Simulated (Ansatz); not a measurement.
Zincblende ZnSe, relaxed with r2SCAN in the plane-wave code Ansatz. Space group F-43m (No. 216), cubic; conventional cell a = 5.665 Å, 22.72 Å³ an atom. Zn has 4 Se at 2.45 Å; Se has 4 Zn at 2.45 Å.

The axes x, y and z are those of this cell:
```xyz
2
Lattice="0.0000 2.8324 2.8324 2.8324 0.0000 2.8324 2.8324 2.8324 0.0000" Properties=species:S:1:pos:R:3 pbc="T T T"
Zn    0.0000    0.0000    0.0000
Se    1.4162    1.4162    1.4162
```

Unstrained: PBE gives a direct gap of 1.294 eV at Γ. r2SCAN gives a direct gap of 1.869 eV at Γ. The HSE06 gap is direct at Γ: 2.422 eV. Meshes: PBE 8×8×8, r2SCAN 8×8×8, HSE06 6×6×6. Strains are changes of length per length, and xy shears are angles. After each strain the atoms were relaxed again with r2SCAN within the symmetry that the strain leaves, so tilts or polar shifts that break it weren't tested; points keep the names that they have in the unstrained zone. The values are computed, spin-unpolarised, and not measurements.

Problem. Estimate what epitaxial +5.0 % in the xy plane, free normal strain -6.12 % does to the gap.

Solution. PBE: the gap goes from 1.294 to 0.905 eV (-0.389 eV); with r2SCAN the top three valence levels at Γ, degenerate before, become 1+2 from the top over 330 meV. r2SCAN: the gap goes from 1.869 to 1.467 eV (-0.402 eV). HSE06: the gap goes from 2.422 to 2.000 eV (-0.422 eV). The r2SCAN energy rises by 25.5 meV an atom.

Problem. One strain changed the r2SCAN stress by xx +14.15, yy +14.15, zz +14.15 GPa (compression positive) and the gap by +0.651 eV (PBE), +0.695 eV (r2SCAN), +0.718 eV (HSE06). Which kind of strain was it, and roughly how large?

Solution. Isotropic -5.0 % on every length. The pattern of the stress gives the kind; the size needs the stiffness, so it is an estimate.

Problem. Apply uniaxial -4.0 % along z, other directions held. How far does the gap move, against the unstrained cell?

Solution. PBE: the gap goes from 1.294 to 1.360 eV (+0.066 eV); with r2SCAN the top three valence levels at Γ, degenerate before, become 1+2 from the top over 147 meV. r2SCAN: the gap goes from 1.869 to 1.945 eV (+0.076 eV). HSE06: the gap goes from 2.422 to 2.504 eV (+0.082 eV). The r2SCAN energy rises by 10.7 meV an atom.

Problem. Estimate what xy shear, engineering strain (angle) +5.0 % does to the gap.

Solution. PBE: the gap goes from 1.294 to 1.120 eV (-0.174 eV); with r2SCAN the top three valence levels at Γ, degenerate before, become 1+1+1 from the top over 297 meV. r2SCAN: the gap goes from 1.869 to 1.684 eV (-0.185 eV). HSE06: the gap goes from 2.422 to 2.231 eV (-0.191 eV). The r2SCAN energy rises by 7.4 meV an atom.

The runs are scalar-relativistic, without spin-orbit coupling.

The meshes of the hybrids are coarse, so their gaps aren't converged to the digits shown.

The splittings at Γ are without spin-orbit coupling, which regroups them where it is of like size or larger.
